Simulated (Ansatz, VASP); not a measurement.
Two plane-wave programs on BAs

```xyz
2
Lattice="0.0000 2.2932 2.2932 2.2932 0.0000 2.2932 2.2932 2.2932 0.0000" Properties=species:S:1:pos:R:3 pbc="T T T"
B     0.0000    0.0000    0.0000
As    3.4398    3.4398    3.4398
```

Alike in both runs: functional PBE; k mesh 10 × 10 × 10; no spin polarisation.

Ansatz relaxed the structure, and its values are those at the end. VASP's run is a single point on that final structure, the one shown.

|  | VASP | Ansatz |
| --- | --- | --- |
| version | VASP 6.6.1 | Ansatz 0.2.0 |
| potentials or method | VASP PAW PBE potentials, release 64 (B, As) | scalar-relativistic, plane waves, PAW |
| plane-wave cutoff (eV) | 520 | 420 |
| occupations | gaussian, width 0.01 eV | fixed |
| valence electrons in the cell | 8 | 18 |

|  | VASP | Ansatz | Ansatz less VASP |
| --- | --- | --- | --- |
| gap on the k mesh at the Fermi level (eV) | 1.04 | 1.05 | +0.011 |
| least direct gap on the mesh (eV) | 3.44 | 3.45 | +0.004 |
| pressure (GPa) | 26.2 | 25.0 | -1.17 |

The two sets of potentials don't hold the same shells in valence.

Caveats: so large a pressure means that the cell lies far from this level's equilibrium, or that cutoff or potentials fall short (VASP). A k mesh can miss the band edges.
